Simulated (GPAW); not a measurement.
**Te2Mo: G0W0 with GPAW, start to end**

How does a plane-wave GW calculation on Te2Mo run from the first input to the gap?

Calculated with GPAW 26.7.0; PBE and many-body steps on it, plane waves.

## 1. Starting point

The cell holds 3 atoms: 2 Te and 1 Mo. Cell: a = 3.518 Å, b = 3.518 Å, c = 14.600 Å, α = 90.0°, β = 90.0°, γ = 120.0°. It derives from Te2Mo. Vacuum lies along c.

Coordinates:

```
Te Mo
1.0
     3.51820    0.00000    0.00000
    -1.75910    3.04685    0.00000
     0.00000    0.00000   14.60000
Te Mo
2 1
Direct
  0.33333 0.66667 0.37653
  0.33333 0.66667 0.62347
  0.66667 0.33333 0.50000
```

 Spin-orbit coupling is left out unless a step names it.

## 2. Ground state

This step: GPAW 26.7.0; DFT, PBE, plane waves, PAW.

The ground-state density comes first.

Contents of run.py:

```python
import json
import numpy as np
from gpaw.mpi import world
from ase import Atoms
from gpaw import GPAW, PW, FermiDirac

atoms = Atoms(['Te', 'Te', 'Mo'],
    cell=[[3.5182000000, 0.0000000000, 0.0000000000],
      [-1.7591000000, 3.0468505756, 0.0000000000],
      [0.0000000000, 0.0000000000, 14.6000000000]],
    scaled_positions=[[0.3333333333, 0.6666666667, 0.3765346301],
      [0.3333333333, 0.6666666667, 0.6234653699],
      [0.6666666667, 0.3333333333, 0.5000000000]],
    pbc=(True, True, False))
calc = GPAW(mode=PW(450),
    xc='PBE',
    kpts={'size': (12, 12, 1), 'gamma': True},
    occupations=FermiDirac(0.001),
    nbands=-7,
    convergence={'density': 1e-6, 'bands': -3},
    maxiter=100,
    txt='gs.txt')
atoms.calc = calc
res = {'energy': atoms.get_potential_energy(), 'forces': atoms.get_forces(), 'stress': atoms.get_stress()}
kpts = calc.get_ibz_k_points()
res['kpts'] = kpts
res['eigenvalues'] = [calc.get_eigenvalues(kpt=k) for k in range(len(kpts))]
res['n_electrons'] = calc.get_number_of_electrons()
calc.write('gs.gpw')

if world.rank == 0:
    with open('result.json', 'w') as f:
        json.dump(res, f, default=lambda x: x.tolist())
```

Command:

```sh
mpirun -n 4 gpaw python run.py
```

Numbers of over 12 decimals in the logs are rounded to 6 here.

The log of the run:

```text
__  _  _
 | _ |_)|_||  |
 |__||  | ||/\| - 26.7.0

Input parameters:
  mode=PW(ecut=450.000000),
  convergence={'density': 1e-06, 'bands': -3},
  kpts=MonkhorstPack(size=(12, 12, 1), gamma=True),
  maxiter=100,
  nbands=-7,
  occupations=Occupations(name='fermi-dirac', width=0.001, fixmagmom=False),
  xc=XC(name='PBE')
  [... matrices ...]
Diagonalizing LCAO Hamiltonian
Converting LCAO to pw mode

        Te

           Mo

        Te

Atoms  # Å, Bohr magnetons
|   | symbol |         x |        y |        z |    initial magnetic moments |
| 0 |     Te | -0.000000 | 2.031234 | 5.497406 | ( 0.0000,  0.0000,  0.0000) |
| 1 |     Te | -0.000000 | 2.031234 | 9.102594 | ( 0.0000,  0.0000,  0.0000) |
| 2 |     Mo |  1.759100 | 1.015617 | 7.300000 | ( 0.0000,  0.0000,  0.0000) |

Unit cell  # Å
| periodic |         x |        y |         z |   lengths |     angles |
|      yes |  3.518200 | 0.000000 |  0.000000 |  3.518200 |  90.000000 |
|      yes | -1.759100 | 3.046851 |  0.000000 |  3.518200 |  90.000000 |
|       no |  0.000000 | 0.000000 | 14.600000 | 14.600000 | 120.000000 |

Number of symmetries: 12
Symmetry operations  # r_c * U_cc + t_c -> r_c
|    | kind |            matrix            |
|  0 |  σ   |  1, 1, 0,  0,-1, 0,  0, 0, 1 |
|  1 |  C2  |  1, 1, 0,  0,-1, 0,  0, 0,-1 |
|  2 |  E   |  1, 0, 0,  0, 1, 0,  0, 0, 1 |
|  3 |  σ   |  1, 0, 0,  0, 1, 0,  0, 0,-1 |
|  4 |  C3  |  0, 1, 0, -1,-1, 0,  0, 0, 1 |
|  5 |  S3  |  0, 1, 0, -1,-1, 0,  0, 0,-1 |
|  6 |  σ   |  0,-1, 0, -1, 0, 0,  0, 0, 1 |
|  7 |  C2  |  0,-1, 0, -1, 0, 0,  0, 0,-1 |
|  8 |  σ   | -1, 0, 0,  1, 1, 0,  0, 0, 1 |
|  9 |  C2  | -1, 0, 0,  1, 1, 0,  0, 0,-1 |
| 10 |  C3  | -1,-1, 0,  1, 0, 0,  0, 0, 1 |
| 11 |  S3  | -1,-1, 0,  1, 0, 0,  0, 0,-1 |

BZ-sampling:
  Number of BZ points: 144
  Number of IBZ points: 19

  Monkhorst-Pack size: [12, 12, 1]
  Monkhorst-Pack shift: [0.041667, 0.041667, 0.0]

K-points  # in reciprocal-cell coordinates
|     |                                coordinates |     weight |
|   0 | ( -0.00000000,  -0.00000000,   0.00000000) | 0.00694444 |
|   1 | (  0.08333333,  -0.00000000,   0.00000000) | 0.04166667 |
|   2 | (  0.16666667,  -0.08333333,   0.00000000) | 0.04166667 |
|   3 | (  0.16666667,  -0.00000000,   0.00000000) | 0.04166667 |
|   4 | (  0.25000000,  -0.08333333,   0.00000000) | 0.08333333 |
|   5 | (  0.25000000,  -0.00000000,   0.00000000) | 0.04166667 |
|   6 | (  0.33333333,  -0.16666667,   0.00000000) | 0.04166667 |
|   7 | (  0.33333333,  -0.08333333,   0.00000000) | 0.08333333 |
|   8 | (  0.33333333,  -0.00000000,   0.00000000) | 0.04166667 |
|   9 | (  0.33333333,   0.33333333,   0.00000000) | 0.01388889 |
| ... |                                            |            |
|  18 | (  0.50000000,   0.50000000,   0.00000000) | 0.02083333 |

Plane wave coefficients: 3450
Cutoff: 450.000000 eV

Spin-components: 1 (collinear spins)
Bands:           20
Projectors:      16
Spin-degeneracy: 2
Datatype:        complex128

  Storage: CPU
  Wave functions: 20_301_120 bytes (5_075_280 per core)
  Projectors: 23_346_288 bytes (5_836_572 per core)
  [... matrices ...]
Parallelization:
  kpt:    4
  domain: 1
  band:   1

Density:
  Valence electrons: 26.0
  Components: 1
  Grid points: [18 18 72]
  Charge: 0.0  # |e|

Potential:
  Grid points: [18 18 72]

species:
  Te:
    name:    Tellurium
    Z:       52.0
    valence: 6
    core:    46
    charge:  0.0  # [|e|]
    compensation charges:
      type: gauss
      rc: 0.36  # [Å]
      lmax: 2
    cutoffs:
      filter: 2.09  # [Å]
      core: 3.17  # [Å]
    projectors
    | kind |    occ | energy [eV] | rcut [Å] |
    |   5s |  2.000 |     -15.089 |    1.180 |
    |   5p |  4.000 |      -5.955 |    1.196 |
    |    s |        |      12.123 |    1.180 |
    |    p |        |      21.256 |    1.196 |
    |    d |        |       0.000 |    1.238 |

    Using partial waves for Te as LCAO basis

  Mo:
    name:    Molybdenum
    Z:       42.0
    valence: 14
    core:    28
    charge:  0.0  # [|e|]
    compensation charges:
      type: gauss
      rc: 0.38  # [Å]
      lmax: 2
    cutoffs:
      filter: 2.16  # [Å]
      core: 1.42  # [Å]
    projectors
    | kind |    occ | energy [eV] | rcut [Å] |
    |   4s |  2.000 |     -64.307 |    1.238 |
    |   5s |  1.000 |      -4.084 |    1.238 |
    |   4p |  6.000 |     -38.491 |    1.296 |
    |   5p |  0.000 |      -1.044 |    1.296 |
    |   4d |  5.000 |      -3.754 |    1.296 |
    |    d |        |      23.458 |    1.296 |

    Using partial waves for Mo as LCAO basis

Reference energy: -479715.439499  # eV

eigensolver:
  PPCG
  Converge bands: -3
  niter=2

density mixing:
  MSR1-Mixer
  Pratt-step length: 0.05
  Maximum mixing coefficient: 0.75
  Old densities: 10
  SVD Regularization: 0.005
  Good broyden scale: 1.0
  Trust region scale: 1.0
  Backstep threshold: 4.0
  History deletion threshold: 6.0
  Fourier metric: weight=20.0, sigma=0.015

occupation numbers:
  Fermi-Dirac:
    width: 0.0010  # eV

poisson solver:
  ecut: 3600.000000  # eV

xc functional:
  name: PBE with 2 nearest neighbor stencil

Initialization done in: 1.059 s

convergence criteria:
- Maximum integral of absolute [dens]ity change: 1e-06 electrons / valence electron
- Maximum [total energy] change in last 3 cyles: 0.0005 eV / valence electron
- Maximum integral of absolute [eigenst]ate change: 4e-08 eV^2 / valence electron
maximum number of iterations: 100

SCF iterations
|iter     |     time |      energy | eigst |  dens |
|iter:   1|  |  -19.227968 | +0.63 |       |
|iter:   2|  |  -19.044736 | -0.88 | -1.07 |
|iter:   3|  |  -18.592723 | -1.20 | -1.11 |
|iter:   4|  |  -18.509263 | -1.28 | -1.43 |
|iter:   5|  |  -18.500521 | -2.26 | -1.79 |
|iter:   6|  |  -18.499604c| -3.13 | -2.09 |
|iter:   7|  |  -18.499622c| -4.37 | -2.94 |
|iter:   8|  |  -18.499628c| -5.41 | -3.68 |
|iter:   9|  |  -18.499628c| -6.24 | -4.20 |
|iter:  10|  |  -18.499628c| -7.11 | -4.85 |
|iter:  11|  |  -18.499628c| -7.43c| -5.23 |
|iter:  12|  |  -18.499628c| -7.82c| -5.90 |
|iter:  13|  |  -18.499628c| -8.06c| -6.33c|

Converged in 13 steps
SCF loop duration: 7.487 s (0.576 s/step)
Energy contributions relative to reference atoms: (reference = -479715.439499)
  [... matrices ...]
Energy contributions:
  Kinetic:           8.538092
  Coulomb:         -12.301617
  Zero:             -0.071806
  External:          0.000000
  Xc:              -14.664297
  Entropy:          -0.000000
  Spinorbit:         0.000000
  ----------------------------
  Free energy:     -18.499628
  Extrapolated:    -18.499628

dipole moment: (-3.402461, 1.964297, -0.000412)  # |e|*Ang

Fermi level: 2.237
Eigenvalues  # (at kpt = [-0.000, -0.000, 0.000])
| band index |      eig [eV] | occ [0-2] |
|          0 |       -59.412 |     2.000 |
|        ... |               |           |
|          5 |       -10.426 |     2.000 |
|          6 |        -3.727 |     2.000 |
|          7 |        -0.505 |     2.000 |
|          8 |        -0.365 |     2.000 |
|          9 |        -0.365 |     2.000 |
|         10 |         0.426 |     2.000 |
|         11 |         0.426 |     2.000 |
|         12 |         0.766 |     2.000 |
|         13 |         4.444 |     0.000 |
[...]
|         18 |         6.204 |     0.000 |
|         19 |         7.300 |     0.000 |

Gap: 1.131 eV
Transition (v -> c):
  (s=0, k=9, n=12, [0.33, 0.33, 0.00]) -> (s=0, k=9, n=13, [0.33, 0.33, 0.00])
No difference between direct/indirect transitions
vacuum-level: 6.155  # V

Forces  # eV/Ang
|       x |        y |        z |
| 0.00000 | -0.00000 | -0.18842 |  # Te   0
| 0.00000 | -0.00000 |  0.18842 |  # Te   1
| 0.00000 | -0.00000 |  0.00000 |  # Mo   2

Force computation time: 0.059  # s

Stress tensor  # eV/Ang^3
|         x |         y |         z |
| -0.004616 |  0.000000 |  0.000000 |
|  0.000000 | -0.004616 |  0.000000 |
|  0.000000 |  0.000000 | -0.003663 |

Stress computation time: 0.549  # s

# Writing to gs.gpw (mode='')
  [... matrices ...]
```

Elapsed: 11 s, on 4 MPI ranks of Arm Neoverse V1, shared host; peak memory 0.73 GiB.

Numbers from this step:

* total energy: -18.50 eV
* gap: 1.131 eV
* k of the valence top: 0.3333, 0.3333, 0
* k of the conduction bottom: 0.3333, 0.3333, 0
* least direct gap: 1.131 eV

The gap is direct, at (0.333, 0.333, 0.000).

## 3. Bands along the symmetry lines

Levels along a band path, at the cheap level, show where the edges lie and whether the meshes to come will hold them.

Contents of run.py:

```python
import json
import numpy as np
from gpaw.mpi import world
from gpaw import GPAW

path = [[0.000000, 0.000000, 0.000000],
    [0.062500, 0.000000, 0.000000],
    [0.125000, 0.000000, 0.000000],
    [0.187500, 0.000000, 0.000000],
    [0.250000, 0.000000, 0.000000],
    [0.312500, 0.000000, 0.000000],
    [0.375000, 0.000000, 0.000000],
    [0.437500, 0.000000, 0.000000],
    [0.500000, 0.000000, 0.000000],
    [0.479167, 0.041667, 0.000000],
    [0.458333, 0.083333, 0.000000],
    [0.437500, 0.125000, 0.000000],
    [0.416667, 0.166667, 0.000000],
    [0.395833, 0.208333, 0.000000],
    [0.375000, 0.250000, 0.000000],
    [0.354167, 0.291667, 0.000000],
    [0.333333, 0.333333, 0.000000],
    [0.291667, 0.291667, 0.000000],
    [0.250000, 0.250000, 0.000000],
    [0.208333, 0.208333, 0.000000],
    [0.166667, 0.166667, 0.000000],
    [0.125000, 0.125000, 0.000000],
    [0.083333, 0.083333, 0.000000],
    [0.041667, 0.041667, 0.000000],
    [0.000000, 0.000000, 0.000000]]
calc = GPAW('gs.gpw').fixed_density(kpts=path,
    symmetry='off',
    nbands=23,
    convergence={'bands': 19},
    txt='bands.txt')
res = {}
kpts = calc.get_ibz_k_points()
res['kpts'] = kpts
res['eigenvalues'] = [calc.get_eigenvalues(kpt=k) for k in range(len(kpts))]
res['n_electrons'] = calc.get_number_of_electrons()

if world.rank == 0:
    with open('result.json', 'w') as f:
        json.dump(res, f, default=lambda x: x.tolist())
```

Command:

```sh
mpirun -n 4 gpaw python run.py
```

The log of the run:

```text
Diagonalizing LCAO Hamiltonian
Converting LCAO to pw mode
convergence criteria:
- Maximum integral of absolute [eigenst]ate change: 4e-08 eV^2 / valence electron
maximum number of iterations: 100

SCF iterations
|iter     |     time |      energy | eigst |  dens |
|iter:   1|  |             | +1.06 |       |
|iter:   2|  |             | +0.20 |       |
|iter:   3|  |             | -0.39 |       |
[...]
|iter:   8|  |             | -6.20 |       |
|iter:   9|  |             | -7.15 |       |
|iter:  10|  |             | -7.84c|       |
SCF steps: 10
  __  _  _
 | _ |_)|_||  |
 |__||  | ||/\| - 26.7.0

Input parameters:
  mode=PW(ecut=450.000000),
  convergence={'bands': 19},
  gpts=array([18, 18, 72]),
  kpts=KPoints(kpts=array([[0.      , 0.      , 0.      ],
         [0.0625  , 0.      , 0.      ],
         [0.125   , 0.      , 0.      ],
         [0.1875  , 0.      , 0.      ],
[...]
[0.479167, 0.041667, 0.      ],
         [0.458333, 0.083333, 0.      ],
[...]
[0.416667, 0.166667, 0.      ],
[...]
[0.25    , 0.25    , 0.      ],
[...]
[0.125   , 0.125   , 0.      ],
         [0.083333, 0.083333, 0.      ],
         [0.041667, 0.041667, 0.      ],
         [0.      , 0.      , 0.      ]])),
  maxiter=100,
  nbands=23,
  occupations=Occupations(name='fermi-dirac', width=0.001, fixmagmom=False),
  parallel={},
  symmetry=Symmetry(point_group=False, time_reversal=False),
  xc=XC(name='PBE')
  [... matrices ...]
timing:  # [seconds]
  Total: 0.026  # ━━━━━━━━━━━━━━━━━━━━━━━━━━━━━━━━━━━━━━━━━━━━━━━━━━━━━━━━━━━
```

Wall time 11 s (4 MPI ranks); peak memory 0.79 GiB.

This step gave:

- gap: 1.131 eV
- k of the valence top: 0.3333, 0.3333, 0
- k of the conduction bottom: 0.3333, 0.3333, 0
- least direct gap: 1.131 eV

The gap is 1.131 eV, as in the run before at this level.

The electronic bands at the labelled points (eV, zero at the top of the highest filled band):

| point | band 10 | band 11 | band 12 | band 13 | band 14 | band 15 | band 16 | band 17 |
| --- | --- | --- | --- | --- | --- | --- | --- | --- |
| Γ | -1.64 | -0.85 | -0.85 | -0.51 | 3.17 | 3.17 | 3.46 | 3.46 |
| halfway | -1.67 | -1.16 | -1.00 | -0.80 | 1.52 | 2.22 | 2.27 | 3.59 |
| M | -2.28 | -1.65 | -0.76 | -0.26 | 1.45 | 1.77 | 3.33 | 3.74 |
| halfway | -2.69 | -2.11 | -1.62 | -0.19 | 1.42 | 2.05 | 2.45 | 3.73 |
| K | -2.99 | -2.92 | -1.73 | 0.00 | 1.13 | 1.88 | 2.58 | 4.14 |
| halfway | -2.48 | -1.49 | -0.81 | -0.57 | 1.32 | 1.87 | 2.01 | 3.50 |
| Γ | -1.64 | -0.85 | -0.85 | -0.51 | 3.17 | 3.17 | 3.46 | 3.46 |

## 4. Empty states on the mesh, 12×12×1 mesh, 264 bands

The sums over transitions need many empty states on a uniform mesh; this step solves for them.

Contents of run.py:

```python
import json
import numpy as np
from gpaw.mpi import world
from gpaw import GPAW

calc = GPAW('gs.gpw').fixed_density(kpts={'size': (12, 12, 1), 'gamma': True},
    parallel={'domain': 1, 'band': 1},
    txt='nscf.txt')
calc.diagonalize_full_hamiltonian(nbands=264)
calc.write('full.gpw', mode='all')
res = {}
kpts = calc.get_ibz_k_points()
res['kpts'] = kpts
res['eigenvalues'] = [calc.get_eigenvalues(kpt=k) for k in range(len(kpts))]
res['n_electrons'] = calc.get_number_of_electrons()

if world.rank == 0:
    with open('result.json', 'w') as f:
        json.dump(res, f, default=lambda x: x.tolist())
```

Command:

```sh
mpirun -n 4 gpaw python run.py
```

The log of the run:

```text
Diagonalizing LCAO Hamiltonian
Converting LCAO to pw mode
convergence criteria:
- Maximum integral of absolute [eigenst]ate change: 4e-08 eV^2 / valence electron
maximum number of iterations: 100

SCF iterations
|iter     |     time |      energy | eigst |  dens |
|iter:   1|  |             | +0.44 |       |
|iter:   2|  |             | -0.95 |       |
|iter:   3|  |             | -1.78 |       |
[...]
|iter:  11|  |             | -6.62 |       |
|iter:  12|  |             | -7.30 |       |
|iter:  13|  |             | -7.81c|       |
SCF steps: 13
  __  _  _
 | _ |_)|_||  |
 |__||  | ||/\| - 26.7.0

Input parameters:
  mode=PW(ecut=450.000000),
  convergence={'density': 1e-06, 'bands': -3},
  gpts=array([18, 18, 72]),
  kpts=MonkhorstPack(size=(12, 12, 1), gamma=True),
  maxiter=100,
  nbands=20,
  occupations=Occupations(name='fermi-dirac', width=0.001, fixmagmom=False),
  parallel={'domain': 1, 'band': 1},
  xc=XC(name='PBE')
Matrix size: 3381x3381
# Writing to full.gpw (mode='all')
  [... matrices ...]

timing:  # [seconds]
  Total: 173.166  # ━━━━━━━━━━━━━━━━━━━━━━━━━━━━━━━━━━━━━━━━━━━━━━━━━━━━━━━━━
```

The job ended after 3 min (4 MPI ranks; peak memory 4.5 GiB).

Numbers from this step:

* gap: 1.131 eV
* k of the valence top: 0.3333, 0.3333, 0
* k of the conduction bottom: 0.3333, 0.3333, 0
* least direct gap: 1.131 eV
* k points computed: 19
* lowest point of the top converged band, above the valence top: 73.3734 eV

On this mesh the gap is 1.131 eV.

(Part 1 of 2 ends here.)

[Paths, hosts, dates, memory and timing lines, banners, echoed tables and standing remarks are left out of the program output.]

[Logs are printed without paths, hosts, clocks, repeated set-up lines and the standing remarks that a program may print on its own settings, such as how far it seeks lower states.]

[Runs of the session that timed out or met a known fault of the program may be left out.]

[Hosts, paths, dates, database ids (printed as entryN), source tags and the programs' standing remarks are cut or masked in the printed files.]
